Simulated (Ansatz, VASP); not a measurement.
## One calculation of Cu, two programs

INCAR

```
PREC     = Accurate       # precision mode
ENCUT    = 520            # plane-wave cutoff, eV
EDIFF    = 1E-7           # SCF threshold, eV
ISMEAR   = 0              # smearing method
SIGMA    = 0.15           # smearing width, eV
LREAL    = False          # projectors in reciprocal space
LASPH    = True           # aspherical terms in the spheres
NELM     = 100            # most SCF steps
ALGO     = Normal         # electronic algorithm
ISIF     = 2              # what is computed and relaxed
LWAVE    = False          # write WAVECAR
LCHARG   = False          # write CHGCAR
GGA      = PE             # functional
NBANDS   = 12             # bands
```

File KPOINTS:

```
regular mesh
0
Gamma
  22 22 22
```

File POSCAR:

```
Cu
1.0
   -1.3996000000      1.3996000000      1.4050000000
    1.3996000000     -1.3996000000      1.4050000000
    1.3996000000      1.3996000000     -1.4050000000
Cu
1
Direct
    0.0000000000      0.0000000000      0.0000000000
```

Input for Ansatz:

```yaml
crystal:
  lattice:
    - [-1.3996, 1.3996, 1.405]
    - [1.3996, -1.3996, 1.405]
    - [1.3996, 1.3996, -1.405]
  atoms:
    - { symbol: Cu, position: [0.0, 0.0, 0.0] }
basis:
  ecutwfc: 520.0
kpoints:
  mp_grid: { grid: [22, 22, 22] }
hamiltonian:
  xc: pbe
  pseudopotentials: { kind: paw, azcp: { folder: soft_1 } }
scf:
  occupations: { method: gaussian, width: 0.15 }
output:
  forces: true
  stress: true
  eigenvalues: true
```

Alike in both runs: task single point; functional PBE; k mesh 22 × 22 × 22; occupations gaussian, width 0.15 eV; no spin polarisation.

|  | VASP | Ansatz |
| --- | --- | --- |
| version | VASP 6.6.1 | Ansatz 0.2.0 |
| potentials or method | VASP PAW PBE potentials, release 64 (Cu) | scalar-relativistic, plane waves, PAW |
| plane-wave cutoff (eV) | 520 | 520 |
| valence electrons in the cell | 11 | 19 |

Ansatz gave:

```
gap on the k mesh at the Fermi level (eV) : none
pressure (GPa)                            : 14.8
```

What did VASP give for the same quantities?

gap on the k mesh at the Fermi level (eV): none; pressure (GPa): 15.4.

A gap of «none» marks a metal or a gap that the smearing closes. The two sets of potentials don't hold the same shells in valence.

Caveats: so large a pressure means that the cell lies far from this level's equilibrium, or that cutoff or potentials fall short (VASP).
